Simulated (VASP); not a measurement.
# P (Cmce) in VASP: a series of runs, part 2 of 3

VASP 6.6.1. Earlier steps stand in the parts before.

### Step 4. Band structure, r2SCAN

The input, INCAR:

```
ALGO = Normal
EDIFF = 1E-6
ENCUT = 520
ISIF = 2
ISMEAR = 1
KPAR = 2
LASPH = T
LCHARG = F
LMIXTAU = T
LREAL = F
LWAVE = F
METAGGA = R2SCAN
NELM = 80
PREC = Accurate
SIGMA = 0.1
```

The input, KPOINTS:

```
k-points
0
Gamma
  12 12 8
```

The input, POSCAR:

```
P                                       
1.0
    1.6572497251     -5.0955587484     -0.0000000000
    1.6572497251      5.0955587484      0.0000000000
    0.0000000000      0.0000000000      4.1823264244
  P             
     4
Direct
     0.8939477505800166    0.1060522494199834    0.0730135991309592
     0.6060522494199834    0.3939477505800167    0.5730135991309593
     0.1060522494199834    0.8939477505800166    0.9269864008690407
     0.3939477505800167    0.6060522494199834    0.4269864008690408
```

KPOINTS_OPT is that of step 3.

Potentials or basis: VASP PAW PBE potentials, release 64 (P).

On the command line:

```sh
$ cat potpaw_PBE.64/P/POTCAR > POTCAR
$ mpirun -np 2 vasp_std > vasp.out
```

OUTCAR:

```text
EDIFF = 1E-6
   ENCUT = 520
   ISIF = 2
   ISMEAR = 1
   LASPH = T
   LREAL = F
   METAGGA = R2SCAN
   NELM = 80
   PREC = Accurate

 ion  position               nearest neighbor table
   1  0.894  0.106  0.073-   4 2.22   4 2.22   3 2.25
   2  0.606  0.394  0.573-   3 2.22   3 2.22   4 2.25
   3  0.106  0.894  0.927-   2 2.22   2 2.22   1 2.25
   4  0.394  0.606  0.427-   1 2.22   1 2.22   2 2.25

  LATTYP: Found a base centered orthorhombic cell.
 ALAT       =     3.3144994502
 B/A-ratio  =     3.0747078556
 C/A-ratio  =     1.2618274606

  Lattice vectors:

 A1 = (   1.6572497251,  -5.0955587484,   0.0000000000)
 A2 = (   1.6572497251,   5.0955587484,   0.0000000000)
 A3 = (   0.0000000000,   0.0000000000,   4.1823264244)

Analysis of symmetry for initial positions (statically):
=====================================================================
 Subroutine PRICEL returns:
 Original cell was already a primitive cell.

 Routine SETGRP: Setting up the symmetry group for a
 base centered orthorhombic supercell.

 Subroutine GETGRP returns: Found  8 space group operations
 (whereof  4 operations were pure point group operations)
 out of a pool of  8 trial point group operations.

The static configuration has the point symmetry C_2h.
 The point group associated with its full space group is D_2h.

Analysis of symmetry for dynamics (positions and initial velocities):
=====================================================================
 Subroutine PRICEL returns:
 Original cell was already a primitive cell.

 Routine SETGRP: Setting up the symmetry group for a
 base centered orthorhombic supercell.

 Subroutine GETGRP returns: Found  8 space group operations
 (whereof  4 operations were pure point group operations)
 out of a pool of  8 trial point group operations.

The dynamic configuration has the point symmetry C_2h.
 The point group associated with its full space group is D_2h.

 Subroutine INISYM returns: Found  8 space group operations
[... 134 lines left out ...]
  energy-cutoff  :      520.00
  volume of cell :       70.64
 maximum number of plane-waves:      1918
   NGX = 19   NGY = 19   NGZ = 15

 number of electron      19.9999999 magnetization

 Free energy of the ion-electron system (eV)
  ---------------------------------------------------
  ext. energy  EPLUGINS =         0.00000000
  ---------------------------------------------------
  free energy    TOTEN  =       -35.75249582 eV

  energy without entropy =      -35.75241771  energy(sigma->0) =      -35.75246979

 E-fermi :   7.4889     XC(G=0): -10.7144

 val. band max:        7.4720139953   @ k =   0.4167   0.4167   0.0000
 cond. band min:       7.5081412736   @ k =   0.5000   0.1667   0.0000
 fundamental gap:      0.0361272783
 Fermi energy:         7.4889078694

 k-point     1 :       0.0000    0.0000    0.0000
  band No.  band energies     occupation
      1      -9.4891      2.00000
      2      -5.9980      2.00000
      3      -2.2935      2.00000
      4      -0.2827      2.00000
      5       2.0293      2.00000
      6       2.9755      2.00000
      7       3.0014      2.00000
      8       4.3134      2.00000
      9       4.4913      2.00000
     10       5.8763      2.00000
     11       8.4822     -0.00000
     12       8.8336     -0.00000
     13       9.4909      0.00000
     14      10.9856      0.00000
[... 377 lines left out ...]
      1      -8.5078      2.00000
      2      -5.7438      2.00000
      3      -3.3583      2.00000
      4       0.3679      2.00000
      5       1.0792      2.00000
      6       1.5643      2.00000
      7       2.6531      2.00000
      8       3.7680      2.00000
      9       4.8695      2.00000
     10       6.2591      2.00000
     11       8.0442     -0.00000
     12       9.2687     -0.00000
     13      10.3549      0.00000
     14      11.0905      0.00000

 [... further k-points ...]

------------------------ aborting loop because EDIFF is reached ----------------------------------------

  FORCE on cell =-STRESS in cart. coord.  units (eV):
  Direction    XX          YY          ZZ          XY          YZ          ZX
  --------------------------------------------------------------------------------------
  -------------------------------------------------------------------------------------
  Total        1.0606004      1.1845882      1.1480231      0.0000000      0.0000000      0.0000000
  in kB       24.0566243     26.8689250     26.0395518      0.0000000      0.0000000      0.0000000
  external PRESSURE =      25.6550337 kB  Pullay stress =       0.0000000 kB

 VOLUME and BASIS-vectors are now :
 -----------------------------------------------------------------------------
  energy-cutoff  :      520.00
  volume of cell :       70.64
      direct lattice vectors                 reciprocal lattice vectors
     1.657249725 -5.095558748  0.000000000     0.301704681 -0.098124666  0.000000000
     1.657249725  5.095558748  0.000000000     0.301704681  0.098124666  0.000000000
     0.000000000  0.000000000  4.182326424     0.000000000  0.000000000  0.239101375

 POSITION                                       TOTAL-FORCE (eV/Angst)
 -----------------------------------------------------------------------------------
      1.65725     -4.01477      0.30537         0.000000     -0.223272      0.322675
      1.65725     -1.08079      2.39653         0.000000      0.223272      0.322675
      1.65725      4.01477      3.87696         0.000000      0.223272     -0.322675
      1.65725      1.08079      1.78580         0.000000     -0.223272     -0.322675
 -----------------------------------------------------------------------------------
    total drift:                                0.000000     -0.000000      0.000000

  FREE ENERGIE OF THE ION-ELECTRON SYSTEM (eV)
  ---------------------------------------------------
  free  energy   TOTEN  =       -35.7524958221 eV

  energy  without entropy=      -35.7524177124  energy(sigma->0) =      -35.75246979
```

OSZICAR:

```text
N       E                     dE             d eps       ncg     rms          rms(c)
DAV:   1     0.462381516030E+02    0.46238E+02   -0.87989E+03  6020   0.126E+03
DAV:   2    -0.355648911001E+02   -0.81803E+02   -0.79168E+02  7906   0.183E+02
DAV:   3    -0.395215594271E+02   -0.39567E+01   -0.39196E+01  8166   0.423E+01
[... 26 lines left out ...]
       N       E                     dE             ncg
DAV:   1     0.903823223963E+05   -0.25563E+05     1204
DAV:   2     0.868090011470E+05   -0.35733E+04     1582
DAV:   3     0.866318853563E+05   -0.17712E+03     1620
DAV:   4     0.866292147560E+05   -0.26706E+01     1496
DAV:   5     0.866291329199E+05   -0.81836E-01     1702
DAV:   6     0.866291316563E+05   -0.12636E-02     1548
DAV:   7     0.866291316200E+05   -0.36323E-04     1640
DAV:   8     0.866291316187E+05   -0.13222E-05     1134
DAV:   9     0.866291316186E+05   -0.10169E-06     1130
```

stdout:

```text
POSCAR found type information on POSCAR P
 POSCAR found :  1 types and       4 ions
 scaLAPACK will be used
 -----------------------------------------------------------------------------
|                                                                             |
|                                                                             |
|     You enforced a specific xc type in the INCAR file but a different       |
|     I HOPE YOU KNOW WHAT YOU ARE DOING!                                     |
|                                                                             |
 -----------------------------------------------------------------------------

 LDA part: xc-table for (None), standard interpolation
 POSCAR, INCAR and KPOINTS ok, starting setup
 FFT: planning ... GRIDC
 FFT: planning ... GRID_SOFT
 FFT: planning ... GRID
 WAVECAR not read
 entering main loop
 Start KPOINTS_OPT (optional k-point list driver)
k-point batch [1-215\258]
k-point batch [216-258\258]
```

It took 7.3 min on 2 MPI ranks of Intel Xeon Platinum 8559C (Emerald Rapids), shared host; peak memory 0.4 GiB.

What came out:

* Free energy: -35.7525 eV
* Pressure: 2.6 GPa
* Largest force: 0.392 eV/Å
* Band gap along the path: none (metal or under the smearing width)

Forces in eV/Å, atoms in the order of the input:
```
P    0.000 -0.223  0.323
P    0.000  0.223  0.323
P    0.000  0.223 -0.323
P    0.000 -0.223 -0.323
```

Stress tensor (GPa, compression positive):
```
2.41 0.00 0.00
0.00 2.69 0.00
0.00 0.00 2.60
```

Levels at the corners of the path, in eV from the Fermi level:
```tsv
point	band 6	band 7	band 8	band 9	band 10	band 11	band 12	band 13	band 14
Γ	-4.51	-4.49	-3.18	-3.00	-1.61	0.99	1.34	2.00	3.50
X	-5.18	-3.99	-3.57	-3.08	-2.33	0.63	0.70	1.33	1.93
X	-5.18	-3.99	-3.57	-3.08	-2.33	0.63	0.70	1.33	1.93
S	-5.49	-3.55	-3.55	-2.90	-2.90	0.87	0.87	1.16	1.16
S	-5.49	-3.55	-3.55	-2.90	-2.90	0.87	0.87	1.16	1.16
R	-6.23	-6.20	-6.20	-2.35	-2.35	1.71	1.71	4.85	4.85
R	-6.23	-6.20	-6.20	-2.35	-2.35	1.71	1.71	4.85	4.85
A	-7.10	-5.09	-5.09	-2.39	-2.39	2.16	2.16	4.34	4.34
A	-7.10	-5.09	-5.09	-2.39	-2.39	2.16	2.16	4.34	4.34
Z	-5.50	-3.47	-3.47	-1.08	-1.08	1.59	1.59	2.29	2.29
Z	-5.50	-3.47	-3.47	-1.08	-1.08	1.59	1.59	2.29	2.29
Γ	-4.51	-4.49	-3.18	-3.00	-1.61	0.99	1.34	2.00	3.50
Γ	-4.51	-4.49	-3.18	-3.00	-1.61	0.99	1.34	2.00	3.50
Y	-5.60	-4.78	-2.50	-2.03	-0.34	0.39	0.69	2.61	3.19
Y	-5.60	-4.78	-2.50	-2.03	-0.34	0.39	0.69	2.61	3.19
X1	-5.18	-3.99	-3.57	-3.08	-2.33	0.63	0.70	1.33	1.93
X1	-5.18	-3.99	-3.57	-3.08	-2.33	0.63	0.70	1.33	1.93
A1	-7.10	-5.09	-5.09	-2.39	-2.39	2.16	2.16	4.34	4.34
A1	-7.10	-5.09	-5.09	-2.39	-2.39	2.16	2.16	4.34	4.34
T	-3.55	-2.74	-2.74	-1.43	-1.43	1.41	1.41	2.89	2.89
T	-3.55	-2.74	-2.74	-1.43	-1.43	1.41	1.41	2.89	2.90
Y	-5.60	-4.78	-2.50	-2.03	-0.34	0.39	0.69	2.61	3.19
Z	-5.50	-3.47	-3.47	-1.08	-1.08	1.59	1.59	2.29	2.29
T	-3.55	-2.74	-2.74	-1.43	-1.43	1.41	1.41	2.89	2.89
```

Caveat: the PAW data sets were made with another functional, which shifts forces and pressure a little.

(Continued in part 3 of 3.)
